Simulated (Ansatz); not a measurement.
# Tantalum, diamond under BLYP: ground state and equation of state, part 1 of 2

The plan for tantalum in the diamond structure: relax it, solve it on a dense k-mesh, then scale the cell to 7 volumes from 88 to 112 % of the relaxed one and try a fit of the equation of state. Spin polarisation is left out. The k-meshes are 9×9×9 for the relaxation; 14×14×14 for the dense run; 10×10×10 for the volumes.

This is Ta in the diamond structure; at room conditions it is bcc.

Computed with Ansatz 0.2.0 (DFT BLYP, plane waves (420 eV) with PAW, scalar-relativistic; PBE-made PAW files, unless a step says otherwise).

**1. The starting structure**

The structure is cubic, space group Fd-3m (No. 227). Conventional cell: a = 5.800 Å, b = 5.800 Å, c = 5.800 Å, α = 90.00°, β = 90.00°, γ = 90.00°. Around Ta (site symmetry -43m) lie 4 Ta at 2.51 Å.

Structure file:

```
Ta
1.0
     0.00000    2.89987    2.89987
     2.89987    0.00000    2.89987
     2.89987    2.89987    0.00000
Ta
2
Direct
  0.12500 0.12500 0.12500
  0.87500 0.87500 0.87500
```

**2. Geometry optimisation**

Input file input.yaml:

```yaml
crystal:
  lattice:
    - [0.0, 2.8998653517, 2.8998653517]
    - [2.8998653517, 0.0, 2.8998653517]
    - [2.8998653517, 2.8998653517, 0.0]
  atoms:
    - { symbol: Ta, position: [0.125, 0.125, 0.125] }
    - { symbol: Ta, position: [0.875, 0.875, 0.875] }
hamiltonian:
  xc: blyp
  pseudopotentials:
    kind: paw
    azcp:
      Ta: "pseudopotentials/Ta.paw.azcp"
basis:
  ecutwfc: 420
  fft_grid_basis: typed
kpoints:
  mp_grid: { grid: [9, 9, 9], shift: [0, 0, 0] }
magnetization:
  spin_polarized: false
scf:
  occupations: { method: fermi_dirac, width: 0.1 }
relax:
  max_steps: 60
  f_tol: 0.01
  cell: {}
```

Output:

```text
Warning: RAYON_NUM_THREADS=2 ignored (pool sized by the plan → 2); use --threads N
Engine: ansatz 0.2.0, x86_64-unknown-linux-gnu
Pseudopotentials: kind: paw
Pseudopotential: Ta, paw, valence charge 13, recommended cutoff 420 eV (normal), <dir>
Functional definition: BLYP
  parameter beta = 0.0042
  parameter a = 0.04918
  parameter b = 0.132
  parameter c = 0.2533
  parameter d = 0.349
  exchange = b88_x(beta = beta)
  correlation = lyp_c(a = a, b = b, c = c, d = d)
Crystal: 2 atoms, lattice volume = 48.771 Å³
Basis set: ecut = 420 eV, 941 PW (Γ), exchange–correlation on 60×60×60 points (8 copies of the dense FFT grid, shifted against one another)
Bands: 17, of which v1, the nominal top of the filled ones, is band 13 counted from 1 (12 counted from 0)
Symmetry: 48 space group operations
Space group: Fd-3m (ITA 227), of the structure as read, at distance tolerance 3.7e-5 Å
k-points: 35 of 729
Non-local potential: Ta, projectors of the file, l = 0: 3, l = 1: 2, l = 2: 2, l = 3: 1
PAW form: soft (Blöchl's): semilocal exchange-correlation on the pseudo side does not see the compensation charge
PAW frozen core: Ta, regenerated for the run's functional, and the local potential with it (the file was generated under x = pbe(κ = 0.804, μ = 0.2195149727645171), c = pbe(β = 0.06672455060314922))
PAW one-centre angular grid: Ta, 590 points (default); XC on 64 Gauss nodes
Initial density: superposition of atomic densities (neutral atoms: chi_scale 0, normalization atom), corrected by the library's trained network
Initial wavefunctions: pseudopotential atomic-orbital guess
Functional: x = b88, c = lyp
SCF iter   1: F=—  HF=-19907.121976 eV  |F-HF|=—  |Δ(HF+E_count)|=         —  Δρ=7.17e-3  dr2=1.18e-2  ethr=1.77e-3  ⟨swp⟩=5.1  Hψ=2985  notcnv=0
preconditioner: auto → Kerker (q_TF=auto, 2.457 Å⁻¹)  [metal: Δε(μ)=0.058 eV  Ē_g=3.398 eV  σ=0.100 eV  W_gap=0.14  n_scr=14 (ndim 8)  ℏωp=16.8 eV  f_vac=0.000  D(μ)=3.43/eV (n_scr^D=26)]
SCF iter   2: F=—  HF=-19907.124038 eV  |F-HF|=—  |Δ(HF+E_count)|=   2.06e-3  Δρ=4.35e-3  dr2=4.75e-3  ethr=4.53e-5  ⟨swp⟩=1.0  Hψ=875  notcnv=0
SCF iter   3: F=—  HF=-19907.126140 eV  |F-HF|=—  |Δ(HF+E_count)|=   2.10e-3  Δρ=4.58e-4  dr2=1.03e-4  ethr=1.83e-5  ⟨swp⟩=2.0  Hψ=777  notcnv=0
SCF iter   4: F=—  HF=-19907.126205 eV  |F-HF|=—  |Δ(HF+E_count)|=   6.48e-5  Δρ=1.15e-4  dr2=4.87e-6  ethr=3.97e-7  ⟨swp⟩=2.0  Hψ=780  notcnv=0
SCF iter   5: F=—  HF=-19907.126215 eV  |F-HF|=—  |Δ(HF+E_count)|=   9.81e-6  Δρ=3.15e-5  dr2=6.34e-7  ethr=1.87e-8  ⟨swp⟩=2.0  Hψ=770  notcnv=0
SCF iter   6: F=-19907.126215 eV  HF=-19907.126215 eV  |F-HF|=3.72e-8  |Δ(HF+E_count)|=   6.67e-7  Δρ=6.95e-6  dr2=2.01e-8  ethr=3.85e-10  ⟨swp⟩=4.9  Hψ=1960  notcnv=0
SCF 1 converged in 6 iterations: F = -19907.126215 eV  dr2 = 2.01e-8
relax step   1: F+E_penalty+E_count = -19907.12621531 eV  Δ(F+E_penalty+E_count) = +0.000e0 eV  max|allowed force component| = 2.776e-17 eV/Å  Δτ_max = 0.0000 Å  P = +18.130 GPa  Ω = 48.771 Å³  (6 SCF iters, dr2 threshold 1.00e-7 eV, accepted)
Crystal: 2 atoms, lattice volume = 56.257 Å³
Basis set: ecut = 420 eV, 1067 PW (Γ), exchange–correlation on 60×60×60 points (8 copies of the dense FFT grid, shifted against one another)
Initial density: handed on by an earlier stage of this run
Initial wavefunctions: those handed on with the density
iter 1 solved again at ethr=3.29e-4 eV; its pass at ethr=3.10e-3 eV (dr2=8.55e-2 eV) is discarded
SCF iter   1: F=—  HF=-19907.637921 eV  |F-HF|=—  |Δ(HF+E_count)|=         —  Δρ=8.11e-3  dr2=8.52e-2  ethr=3.29e-4  ⟨swp⟩=1.0  Hψ=4283  notcnv=0
preconditioner: auto → Kerker (q_TF=auto, 2.399 Å⁻¹)  [metal: Δε(μ)=0.020 eV  Ē_g=2.976 eV  σ=0.100 eV  W_gap=0.05  n_scr=14 (ndim 8)  ℏωp=15.7 eV  f_vac=0.001  D(μ)=3.96/eV (n_scr^D=50)]
SCF iter   2: F=—  HF=-19907.623161 eV  |F-HF|=—  |Δ(HF+E_count)|=   1.48e-2  Δρ=4.72e-3  dr2=3.10e-2  ethr=3.28e-4  ⟨swp⟩=1.0  Hψ=595  notcnv=0
SCF iter   3: F=—  HF=-19907.614539 eV  |F-HF|=—  |Δ(HF+E_count)|=   8.62e-3  Δρ=1.20e-3  dr2=1.47e-3  ethr=1.19e-4  ⟨swp⟩=2.0  Hψ=757  notcnv=0
SCF iter   4: F=—  HF=-19907.614928 eV  |F-HF|=—  |Δ(HF+E_count)|=   3.89e-4  Δρ=3.76e-4  dr2=7.34e-5  ethr=5.67e-6  ⟨swp⟩=2.0  Hψ=771  notcnv=0
SCF iter   5: F=—  HF=-19907.615006 eV  |F-HF|=—  |Δ(HF+E_count)|=   7.78e-5  Δρ=6.31e-5  dr2=2.51e-6  ethr=2.82e-7  ⟨swp⟩=2.0  Hψ=776  notcnv=0
SCF iter   6: F=-19907.615013 eV  HF=-19907.615012 eV  |F-HF|=3.08e-7  |Δ(HF+E_count)|=   6.35e-6  Δρ=1.23e-5  dr2=6.27e-8  ethr=7.69e-10  ⟨swp⟩=5.0  Hψ=2182  notcnv=0
SCF 2 converged in 6 iterations: F = -19907.615013 eV  dr2 = 6.27e-8
relax step   2: F+E_penalty+E_count = -19907.61501268 eV  Δ(F+E_penalty+E_count) = -4.888e-1 eV  max|allowed force component| = 1.110e-16 eV/Å  Δτ_max = 0.0000 Å  P = +4.212 GPa  Ω = 56.257 Å³  energy of the carried Pulay correction = -1.261e-3 eV  (6 SCF iters, dr2 threshold 2.00e-7 eV, accepted)
Crystal: 2 atoms, lattice volume = 58.994 Å³
Basis set: ecut = 420 eV, 1139 PW (Γ), exchange–correlation on 60×60×60 points (8 copies of the dense FFT grid, shifted against one another)
iter 1 solved again at ethr=2.85e-5 eV; its pass at ethr=3.10e-3 eV (dr2=7.41e-3 eV) is discarded
SCF iter   1: F=—  HF=-19907.658442 eV  |F-HF|=—  |Δ(HF+E_count)|=         —  Δρ=2.26e-3  dr2=7.15e-3  ethr=2.85e-5  ⟨swp⟩=1.0  Hψ=3722  notcnv=0
preconditioner: auto → Kerker (q_TF=auto, 2.380 Å⁻¹)  [metal: Δε(μ)=0.012 eV  Ē_g=2.835 eV  σ=0.100 eV  W_gap=0.03  n_scr=14 (ndim 8)  ℏωp=15.3 eV  f_vac=0.000  D(μ)=3.96/eV (n_scr^D=50)]
SCF iter   2: F=—  HF=-19907.657181 eV  |F-HF|=—  |Δ(HF+E_count)|=   1.26e-3  Δρ=1.31e-3  dr2=2.58e-3  ethr=2.75e-5  ⟨swp⟩=1.0  Hψ=595  notcnv=0
SCF iter   3: F=—  HF=-19907.656476 eV  |F-HF|=—  |Δ(HF+E_count)|=   7.06e-4  Δρ=3.37e-4  dr2=1.21e-4  ethr=9.91e-6  ⟨swp⟩=2.0  Hψ=761  notcnv=0
SCF iter   4: F=—  HF=-19907.656508 eV  |F-HF|=—  |Δ(HF+E_count)|=   3.23e-5  Δρ=1.05e-4  dr2=6.08e-6  ethr=4.65e-7  ⟨swp⟩=2.0  Hψ=769  notcnv=0
SCF iter   5: F=-19907.656517 eV  HF=-19907.656517 eV  |F-HF|=4.83e-7  |Δ(HF+E_count)|=   8.85e-6  Δρ=1.75e-5  dr2=1.70e-7  ethr=7.69e-10  ⟨swp⟩=3.3  Hψ=2409  notcnv=0
SCF 3 converged in 5 iterations: F = -19907.656517 eV  dr2 = 1.70e-7
relax step   3: F+E_penalty+E_count = -19907.65651739 eV  Δ(F+E_penalty+E_count) = -4.150e-2 eV  max|allowed force component| = 8.327e-17 eV/Å  Δτ_max = 0.0000 Å  P = +0.812 GPa  Ω = 58.994 Å³  energy of the carried Pulay correction = -1.678e-3 eV  (5 SCF iters, dr2 threshold 2.00e-7 eV, accepted)
Crystal: 2 atoms, lattice volume = 59.687 Å³
Basis set: ecut = 420 eV, 1211 PW (Γ), exchange–correlation on 60×60×60 points (8 copies of the dense FFT grid, shifted against one another)
iter 1 solved again at ethr=1.66e-6 eV; its pass at ethr=3.10e-3 eV (dr2=4.31e-4 eV) is discarded
SCF iter   1: F=—  HF=-19907.658378 eV  |F-HF|=—  |Δ(HF+E_count)|=         —  Δρ=5.23e-4  dr2=3.90e-4  ethr=1.66e-6  ⟨swp⟩=2.0  Hψ=3582  notcnv=0
preconditioner: auto → Kerker (q_TF=auto, 2.375 Å⁻¹)  [metal: Δε(μ)=0.006 eV  Ē_g=2.807 eV  σ=0.100 eV  W_gap=0.02  n_scr=14 (ndim 8)  ℏωp=15.2 eV  f_vac=0.000  D(μ)=3.97/eV (n_scr^D=50)]
SCF iter   2: F=—  HF=-19907.658313 eV  |F-HF|=—  |Δ(HF+E_count)|=   6.54e-5  Δρ=2.99e-4  dr2=1.38e-4  ethr=1.50e-6  ⟨swp⟩=1.0  Hψ=595  notcnv=0
SCF iter   3: F=—  HF=-19907.658273 eV  |F-HF|=—  |Δ(HF+E_count)|=   3.97e-5  Δρ=8.13e-5  dr2=7.86e-6  ethr=5.31e-7  ⟨swp⟩=2.0  Hψ=744  notcnv=0
SCF iter   4: F=—  HF=-19907.658275 eV  |F-HF|=—  |Δ(HF+E_count)|=   1.83e-6  Δρ=2.68e-5  dr2=4.24e-7  ethr=3.02e-8  ⟨swp⟩=2.0  Hψ=760  notcnv=0
SCF iter   5: F=-19907.658276 eV  HF=-19907.658275 eV  |F-HF|=2.81e-8  |Δ(HF+E_count)|=   3.61e-7  Δρ=4.22e-6  dr2=1.34e-8  ethr=7.69e-10  ⟨swp⟩=4.0  Hψ=1882  notcnv=0
SCF 4 converged in 5 iterations: F = -19907.658276 eV  dr2 = 1.34e-8
relax step   4: F+E_penalty+E_count = -19907.65827552 eV  Δ(F+E_penalty+E_count) = -1.758e-3 eV  max|allowed force component| = 6.476e-17 eV/Å  Δτ_max = 0.0000 Å  P = +0.055 GPa  Ω = 59.687 Å³  energy of the carried Pulay correction = -1.780e-3 eV  (5 SCF iters, dr2 threshold 2.00e-7 eV, accepted)
Crystal: 2 atoms, lattice volume = 59.738 Å³
iter 1 solved again at ethr=9.18e-9 eV; its pass at ethr=3.10e-3 eV (dr2=2.39e-6 eV) is discarded
SCF iter   1: F=—  HF=-19907.658278 eV  |F-HF|=—  |Δ(HF+E_count)|=         —  Δρ=3.89e-5  dr2=2.20e-6  ethr=9.18e-9  ⟨swp⟩=2.0  Hψ=3576  notcnv=0
preconditioner: auto → Kerker (q_TF=auto, 2.375 Å⁻¹)  [metal: Δε(μ)=0.006 eV  Ē_g=2.805 eV  σ=0.100 eV  W_gap=0.02  n_scr=14 (ndim 8)  ℏωp=15.2 eV  f_vac=0.000  D(μ)=3.96/eV (n_scr^D=50)]
SCF iter   2: F=—  HF=-19907.658277 eV  |F-HF|=—  |Δ(HF+E_count)|=   9.03e-7  Δρ=2.25e-5  dr2=7.98e-7  ethr=8.46e-9  ⟨swp⟩=1.0  Hψ=595  notcnv=0
SCF iter   3: F=—  HF=-19907.658277 eV  |F-HF|=—  |Δ(HF+E_count)|=   1.81e-7  Δρ=6.46e-6  dr2=4.88e-8  ethr=3.07e-9  ⟨swp⟩=2.0  Hψ=749  notcnv=0
SCF iter   4: F=-19907.658277 eV  HF=-19907.658277 eV  |F-HF|=9.90e-10  |Δ(HF+E_count)|=   1.76e-8  Δρ=2.02e-6  dr2=2.50e-9  ethr=2.91e-11  ⟨swp⟩=4.8  Hψ=1952  notcnv=0
SCF 5 converged in 4 iterations: F = -19907.658277 eV  dr2 = 2.50e-9
relax step   5: F+E_penalty+E_count = -19907.65827693 eV  Δ(F+E_penalty+E_count) = -1.406e-6 eV  max|allowed force component| = 1.018e-16 eV/Å  Δτ_max = 0.0000 Å  P = +0.001 GPa  Ω = 59.738 Å³  energy of the carried Pulay correction = -1.788e-3 eV  (4 SCF iters, dr2 threshold 7.57e-9 eV, accepted)
Initial wavefunctions: pseudopotential atomic-orbital guess (no wavefunctions were taken with the density)
iter 1 solved again at ethr=9.30e-8 eV; its pass at ethr=3.10e-3 eV (dr2=2.42e-5 eV) is discarded
SCF iter   1: F=—  HF=-19907.658485 eV  |F-HF|=—  |Δ(HF+E_count)|=         —  Δρ=6.34e-4  dr2=1.28e-5  ethr=9.30e-8  ⟨swp⟩=3.5  Hψ=4369  notcnv=0
preconditioner: auto → Kerker (q_TF=auto, 2.375 Å⁻¹)  [metal: Δε(μ)=0.006 eV  Ē_g=2.804 eV  σ=0.100 eV  W_gap=0.02  n_scr=14 (ndim 8)  ℏωp=15.2 eV  f_vac=0.000  D(μ)=3.96/eV (n_scr^D=50)]
SCF iter   2: F=—  HF=-19907.660834 eV  |F-HF|=—  |Δ(HF+E_count)|=   2.35e-3  Δρ=3.24e-4  dr2=3.45e-6  ethr=4.92e-8  ⟨swp⟩=2.0  Hψ=671  notcnv=0
SCF iter   3: F=—  HF=-19907.661656 eV  |F-HF|=—  |Δ(HF+E_count)|=   8.22e-4  Δρ=6.55e-6  dr2=5.19e-9  ethr=1.33e-8  ⟨swp⟩=3.0  Hψ=1048  notcnv=0
SCF iter   4: F=—  HF=-19907.661655 eV  |F-HF|=—  |Δ(HF+E_count)|=   5.41e-7  Δρ=1.84e-6  dr2=6.70e-10  ethr=1.99e-11  ⟨swp⟩=2.0  Hψ=794  notcnv=0
SCF iter   5: F=—  HF=-19907.661655 eV  |F-HF|=—  |Δ(HF+E_count)|=   1.21e-8  Δρ=3.01e-7  dr2=1.01e-10  ethr=2.58e-12  ⟨swp⟩=2.0  Hψ=779  notcnv=0
SCF iter   6: F=-19907.661655 eV  HF=-19907.661655 eV  |F-HF|=1.09e-11  |Δ(HF+E_count)|=  2.18e-11  Δρ=6.70e-8  dr2=4.24e-12  ethr=1.00e-12  ⟨swp⟩=5.9  Hψ=2539  notcnv=0
SCF 6 converged in 6 iterations: F = -19907.661655 eV  dr2 = 4.24e-12
relax step   6: F+E_penalty+E_count = -19907.66165549 eV  Δ(F+E_penalty+E_count) = -3.379e-3 eV  max|allowed force component| = 7.401e-17 eV/Å  Δτ_max = 0.0000 Å  P = +0.038 GPa  Ω = 59.738 Å³  stress off target by 3.76e-2 GPa  SCF on the basis re-selected at this cell (its energy is not comparable with the rows above)  (6 SCF iters)
basis re-selected at this cell: Δ(F+E_penalty+E_count) = -3.379e-3 eV, ΔP = +0.037 GPa vs the last step (what re-selecting the basis moved, of the pressure what is left beyond the Pulay correction that the steps carried, after the strain that the cell walked since its last selection, with what the two solves' SCF thresholds leave and, on support functions, any second-order correction that the steps lacked; it is no measure of the basis error at this ecutwfc). This SCF's stress stands 3.76e-2 GPa from its target on what of the cell is left free (relax.cell.stress_tol is 5.00e-2 GPa) and its largest allowed force component is 7.40e-17 eV/Å (relax.f_tol is 1.00e-2 eV/Å): within both
SCF converged after 6 iterations
Free energy (F): -19907.661655 eV
Harris-Foulkes:  -19907.661655 eV  (|F-HF|=1.09e-11)
Internal energy: -19907.529003 eV  (E = F + TS)
E sigma→0 (E₀):  -19907.595329 eV
Entropy (-TS):   -0.132653 eV (-66.326 meV/atom)
Fermi energy:    10.181085 eV
--- Per-component energies (eV) ---
  E_band       = -422.189367
  E_kinetic    = 725.475006
  E_local      = -1997.889599  (includes V_loc(G=0)·N_el)
  E_nonlocal   = 33.253903
  E_hartree    = 716.487867
  E_xc         = -425.213702
  E_vxc        = -392.917014  (∫ρ·V_xc dr)
  E_paw        = -16847.596210  (= ΣΔE_a)
  E_vpaw       = -223.087818  (= ΣTr[D̂ρ^β])
  E_aug_tail   = 0.000348  (compensation charges beyond the density's cutoff)
  E_ewald      = -2112.515999
  E_core_change = 0.469382  (= ΣΔE_core)
  E_smearing   = -0.132653  (= −TS)
  E_closure    = 0.000000  (closes the sum)
  Σ components = -19907.661655   (vs F -19907.661655, Δ=0.00e0)
--- Forces (eV/Å), atoms counted from 1 ---
  atom   1  Ta     0.00000000    -0.00000000     0.00000000
  atom   2  Ta    -0.00000000    -0.00000000     0.00000000
  max |Σ_I F_I| component: 5.55e-17 eV/Å
--- Stress (GPa, compression-positive) ---
        0.037578       0.000000       0.000000
        0.000000       0.037578       0.000000
        0.000000       0.000000       0.037578
  P = ⅓ Tr σ = 0.0376 GPa (0.376 kbar)
--- Relaxed structure (5 steps of the walk, 5 accepted, 1 SCFs on fresh bases) ---
  F+E_penalty+E_count = -19907.66165549 eV   max|allowed force component| = 7.401e-17 eV/Å   (the final SCF, on the basis selected at the relaxed cell)
  cell:  # Å, volume = 59.7376 Å³
    - [-1.0174832114649387e-33, 3.1026957852135637, 3.1026957852135637]
    - [3.1026957852135637, -2.877291786179628e-33, 3.1026957852135637]
    - [3.1026957852135637, 3.1026957852135637, -1.350273588717331e-33]
  atoms:
    - { symbol: Ta, position: [0.12499999999999999, 0.12499999999999999, 0.12499999999999999] }
    - { symbol: Ta, position: [0.8749999999999999, 0.8749999999999999, 0.8749999999999999] }
```

Wall time 3.6 s (2 threads of Intel Xeon Platinum 8375C at 2.90GHz (Ice Lake), shared host); peak memory 0.41 GiB.

Relaxation path:

```csv
step,energy change (meV/atom),largest force (eV/Å),pressure (GPa),volume (Å³/atom)
1,0.00,0.0000,18.13,24.386
2,-244.40,0.0000,4.21,28.129
3,-265.15,0.0000,0.81,29.497
4,-266.03,0.0000,0.06,29.843
5,-266.03,0.0000,0.00,29.869
6,-267.72,0.0000,0.04,29.869
```

Steps that repeat a cell are solved on a basis chosen anew, so their changes of energy are no gain of the relaxation.

Changes in the cell that was computed:

|  | before | after | change |
| --- | --- | --- | --- |
| a (Å) | 4.101 | 4.388 | +7.0 % |
| b (Å) | 4.101 | 4.388 | +7.0 % |
| c (Å) | 4.101 | 4.388 | +7.0 % |
| volume (Å³/atom) | 24.386 | 29.869 | +22.5 % |
| shortest distance (Å) | 2.511 | 2.687 | +7.0 % |
| space group (spins left aside) | Fd-3m | Fd-3m | same |

**3. Dense single point**

Input file input.yaml:

```yaml
crystal:
  lattice:
    - [0.0, 3.1026957852, 3.1026957852]
    - [3.1026957852, 0.0, 3.1026957852]
    - [3.1026957852, 3.1026957852, 0.0]
  atoms:
    - { symbol: Ta, position: [0.125, 0.125, 0.125] }
    - { symbol: Ta, position: [0.875, 0.875, 0.875] }
hamiltonian:
  xc: blyp
  pseudopotentials:
    kind: paw
    azcp:
      Ta: "pseudopotentials/Ta.paw.azcp"
basis:
  ecutwfc: 420
  fft_grid_basis: typed
kpoints:
  mp_grid: { grid: [14, 14, 14], shift: [0, 0, 0] }
magnetization:
  spin_polarized: false
scf:
  occupations: { method: fermi_dirac, width: 0.1 }
output:
  write_density: true
  write_potential: true
  elf: true
  volumetric_format: npy
```

Output, cut to the lines that bear on the results:

```text
Warning: RAYON_NUM_THREADS=2 ignored (pool sized by the plan → 2); use --threads N
[...]
Pseudopotentials: kind: paw
Pseudopotential: Ta, paw, valence charge 13, recommended cutoff 420 eV (normal), <dir>
Functional definition: BLYP
[...]
Crystal: 2 atoms, lattice volume = 59.738 Å³
Basis set: ecut = 420 eV, 1211 PW (Γ), exchange–correlation on 60×60×60 points (8 copies of the dense FFT grid, shifted against one another)
Bands: 17, of which v1, the nominal top of the filled ones, is band 13 counted from 1 (12 counted from 0)
Symmetry: 48 space group operations
Space group: Fd-3m (ITA 227), of the structure as read, at distance tolerance 3.9e-5 Å
k-points: 104 of 2744
[...]
SCF iter   1: F=—  HF=-19907.660483 eV  |F-HF|=—  |Δ(HF+E_count)|=         —  Δρ=6.76e-3  dr2=2.71e-2  ethr=1.77e-3  ⟨swp⟩=5.0  Hψ=8604  notcnv=0
[...]
SCF iter   6: F=-19907.661249 eV  HF=-19907.661249 eV  |F-HF|=9.16e-8  |Δ(HF+E_count)|=   1.35e-6  Δρ=7.60e-6  dr2=4.56e-8  ethr=3.85e-10  ⟨swp⟩=1.3  Hψ=4767  notcnv=0
[...]
SCF converged after 6 iterations
Free energy (F): -19907.661249 eV
[...]
E sigma→0 (E₀):  -19907.594918 eV
Entropy (-TS):   -0.132661 eV (-66.331 meV/atom)
Fermi energy:    10.179580 eV
[...]
--- Band table (eV; the first three rows and the last of 104) ---
  k-point 0: bands = ["-57.1172", "-56.9030", "-23.9277", "-23.9277", "-23.9277", "-23.2312", "-23.2312", "-23.2312", "4.8223", "9.2992", "9.2992", "9.8888", "9.8888", "9.8888", "12.0622", "12.0622", "12.0622"]
[...]
```

Run time: 2.3 s. Hardware: 2 threads of Intel Xeon Platinum 8375C at 2.90GHz (Ice Lake), shared host; peak memory 0.43 GiB.

The maps below are laid out on this run's own conventional cell (a, b, c = 6.205, 6.205, 6.205 Å).

Density in a lattice plane of the grid's cell (edges 6.21 and 6.21 Å, at 0.125 of the third edge), which holds Ta.

Ten even steps from '0' (0.03 e/Å³) to '9' (4.26 e/Å³):
```
000000000000000000000000
000000000000000000000000
000000000000000000000000
000000000000000000000000
000000000000023432000000
000000000000258985200000
000000000001389898310000
000000000001389898310000
000000000000258985200000
000000000000023432000000
000000000000000000000000
000000000000000000000000
000000000000000000000000
000000000000000000000000
023432000000000000000000
258985200000000000000000
389898310000000000000001
389898310000000000000001
258985200000000000000000
023432000000000000000000
```
Columns run along the first of these edges and rows up along the second, over one cell in 24 and 20 even steps from the bottom left corner. Atoms in the plane (fractional): Ta at (0.12, 0.12), Ta at (0.62, 0.62).

ELF in the same plane.

Values, 12 rows by 12 columns:
```
0.37 0.21 0.21 0.37 0.35 0.26 0.30 0.28 0.28 0.30 0.26 0.35
0.30 0.28 0.28 0.30 0.26 0.35 0.37 0.21 0.21 0.37 0.35 0.26
0.18 0.14 0.14 0.18 0.30 0.37 0.26 0.54 0.54 0.26 0.37 0.30
0.14 0.07 0.07 0.14 0.28 0.21 0.54 0.48 0.47 0.54 0.21 0.28
0.14 0.07 0.07 0.14 0.28 0.21 0.54 0.48 0.48 0.54 0.21 0.28
0.18 0.14 0.14 0.18 0.30 0.37 0.26 0.54 0.54 0.26 0.37 0.30
0.30 0.28 0.28 0.30 0.26 0.35 0.37 0.21 0.21 0.37 0.35 0.26
0.37 0.21 0.21 0.37 0.35 0.26 0.30 0.28 0.28 0.30 0.26 0.35
0.26 0.54 0.54 0.26 0.37 0.30 0.18 0.14 0.14 0.18 0.30 0.37
0.54 0.48 0.47 0.54 0.21 0.28 0.14 0.07 0.07 0.14 0.28 0.21
0.54 0.48 0.48 0.54 0.21 0.28 0.14 0.07 0.07 0.14 0.28 0.21
0.26 0.54 0.54 0.26 0.37 0.30 0.18 0.14 0.14 0.18 0.30 0.37
```
Columns run along the first of these edges and rows up along the second, over one cell in 12 and 12 even steps from the bottom left corner. Atoms in the plane (fractional): Ta at (0.12, 0.12), Ta at (0.62, 0.62).

Both are smooth fields of the valence electrons: close to the nuclei they are not physical.

Maxima of ELF outside the ion cores: 0.47 between the atoms, 1.4 Å from Ta; 0.46 on the Ta–Ta line, 1.3 Å from Ta.

(Continued in part 2 of 2.)
